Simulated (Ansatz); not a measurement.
# Ni3Ge: a hydrostatic pressure series

Aim: relax Ni3Ge at pressures from -3 to 60 GPa within the symmetry of the start, and follow volume, cell shape and gap.

Program: Ansatz 0.2.0. Level of theory: DFT r2SCAN, scalar-relativistic, plane waves, PAW. These are calculated values, not measurements.

1 further run of the same task is left out (set aside as unsound or not needed).

## 1. The system as given

Symmetry: Pm-3m, No. 221, cubic system. The conventional cell has a = 3.533 Å, b = 3.533 Å, c = 3.533 Å, α = 90.00°, β = 90.00°, γ = 90.00°. Ni (site symmetry 4/mmm) is surrounded by 8 Ni at 2.50 Å and 4 Ge at 2.50 Å. Ge (site symmetry m-3m) is surrounded by 12 Ni at 2.50 Å.

As a file:

```cif
data_structure
_symmetry_space_group_name_H-M 'P 1'
_symmetry_Int_Tables_number 1
_cell_length_a 3.5326
_cell_length_b 3.5326
_cell_length_c 3.5326
_cell_angle_alpha 90.000
_cell_angle_beta 90.000
_cell_angle_gamma 90.000
_cell_volume 44.08
loop_
_atom_site_label
_atom_site_type_symbol
_atom_site_fract_x
_atom_site_fract_y
_atom_site_fract_z
_atom_site_occupancy
Ni1 Ni 0.50000 0.00000 0.50000 1
Ni2 Ni 0.00000 0.50000 0.50000 1
Ni3 Ni 0.50000 0.50000 0.00000 1
Ge1 Ge 0.00000 0.00000 0.00000 1
```

It goes back to an entry of the Materials Project, which need not be the stable form.

It is the result of an earlier relaxation at this level (volume 11.02 Å³/atom; gap on the mesh: none (metal)).

## 2. Relaxing at -3 GPa

The input, input.yaml:

```yaml
crystal:
  lattice:
    - [3.5661015946, 0.0, 0.0]
    - [0.0, 3.5661015946, 0.0]
    - [0.0, 0.0, 3.5661015946]
  atoms:
    - { symbol: Ni, position: [0.5, 0.0, 0.5] }
    - { symbol: Ni, position: [0.0, 0.5, 0.5] }
    - { symbol: Ni, position: [0.5, 0.5, 0.0] }
    - { symbol: Ge, position: [0.0, 0.0, 0.0] }
basis:
  ecutwfc: 500
kpoints:
  mp_grid: { grid: [12, 12, 12] }
hamiltonian:
  xc: r2scan
scf:
  occupations: { method: gaussian, width: 0.1 }
output:
  forces: true
  stress: true
  eigenvalues: true
relax:
  adjacent_minimum: "off"
  f_tol: 0.008
  max_steps: 50
  cell: { stress_tol: 0.08, p_target: -3.0 }
```

Launch:

```bash
> ansatz run input.yaml --threads 1 --pin off --max-ram 2560MiB --backend cpu --events-out ev --progress --plain --runs-dir out
```

Further runs follow: 3 GPa; target pressure 8 GPa; 15 GPa; target pressure 30 GPa; target pressure 60 GPa.

What does the calculation give? Wanted: bulk modulus B0; B0'.

The runs gave:

```
                                     quantity                       value
                             volume at 60 GPa  9.20 Å³/atom, V/V0 = 0.835
bulk modulus B0 (third-order Birch-Murnaghan)                     215 GPa
                                          B0'                         4.8
```

What this shows: At 60 GPa the crystal has lost 16.5 % of its volume. A third-order Birch-Murnaghan curve fits the points with B0 = 215 GPa. The symmetry of the start is kept, so a transition to another structure would not show. The final runs have no spin polarisation, so no magnetic state was tried and one may lie lower.
